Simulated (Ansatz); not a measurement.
System: wurtzite BeO. Method: RPBE (Ansatz, a program for electronic structure, PAW).

Run with plane-wave cutoff 520 eV, 18×18×8 k mesh (along the axes of the cell as run), Fermi–Dirac smearing 0.01 eV, scalar-relativistic PAW data made under PBE.

The cell is scaled about its equilibrium volume (c/a stays at 1.624):

Shape and atoms are relaxed at each volume.

| V (Å³/atom) | P (GPa) | direct gap at Γ (eV) |
|---|---|---|
| 6.897 | 8.74 | 7.712 |
| 7.040 | 4.16 | 7.499 |
| 7.184 | -0.01 | 7.296 |
| 7.328 | -3.80 | 7.101 |
| 7.471 | -7.24 | 6.911 |

A straight line through the gaps at Γ against ln V gives a volume deformation potential dE_g(Γ)/d ln V of -10.0 eV: the gap at Γ widens under compression.

Measured, for comparison: band gap 11.29 eV (zero-point renormalisation of 699 meV (computed, non-adiabatic AHC, without the lattice-expansion part) added back here; inputs from Miglio et al. (2020), arXiv:2011.12765).

Note: the bulk modulus comes from volumes at which shape and atoms were relaxed.
